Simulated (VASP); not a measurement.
# Ca: single point with PBE

Crystal: Ca.

```
CELL_PARAMETERS angstrom
-4.57622 4.57622 4.57622
4.57622 -4.57622 4.57622
4.57622 4.57622 -4.57622
ATOMIC_POSITIONS crystal
Ca 0.20600 0.20600 0.20600
Ca 0.50000 0.00000 0.29400
Ca 0.29400 0.50000 0.00000
Ca 0.00000 0.29400 0.50000
Ca 0.79400 0.79400 0.79400
Ca 0.50000 0.00000 0.70600
Ca 0.70600 0.50000 0.00000
Ca 0.00000 0.70600 0.50000
```

The cell was built by a generator and needn't be a form met in nature.

```
Program             : VASP 6.6.1
Task                : single point
Functional          : PBE
Potentials or basis : VASP PAW PBE potentials, release 64 (Ca_sv)
Cutoff              : 520 eV
k mesh              : 4 × 4 × 4
Occupations         : gaussian, width 0.1 eV
Spin                : no spin polarisation
```

The pressure is 1.0 GPa, the largest force is 0.737 eV/Å and the band gap on the k mesh is none (metal or under the smearing width).

Forces on the atoms (eV/Å):
```
Ca   0.426  0.426  0.426
Ca  -0.426 -0.426  0.426
Ca   0.426 -0.426 -0.426
Ca  -0.426  0.426 -0.426
Ca  -0.426 -0.426 -0.426
Ca   0.426  0.426 -0.426
Ca  -0.426  0.426  0.426
Ca   0.426 -0.426  0.426
```

Levels at points of the mesh, in eV from the Fermi level:
| k point | band 36 | band 37 | band 38 | band 39 | band 40 | band 41 | band 42 | band 43 | band 44 | band 45 |
| --- | --- | --- | --- | --- | --- | --- | --- | --- | --- | --- |
| (0.00, 0.00, 0.00) | -0.42 | -0.38 | -0.38 | -0.36 | -0.36 | -0.36 | -0.29 | -0.17 | -0.17 | -0.17 |
| (0.50, 0.00, 0.00) | -1.19 | -0.76 | -0.76 | -0.04 | -0.04 | 0.08 | 0.08 | 0.51 | 0.51 | 0.81 |
| (0.50, 0.50, 0.50) | -1.56 | -1.56 | -1.56 | 0.34 | 0.34 | 0.34 | 0.40 | 0.40 | 0.40 | 0.62 |

Wall time 4.7 min on 1 thread of Intel(R) Xeon(R) Platinum 8488C (Sapphire Rapids), on a shared host, peak memory 0.53 GiB.
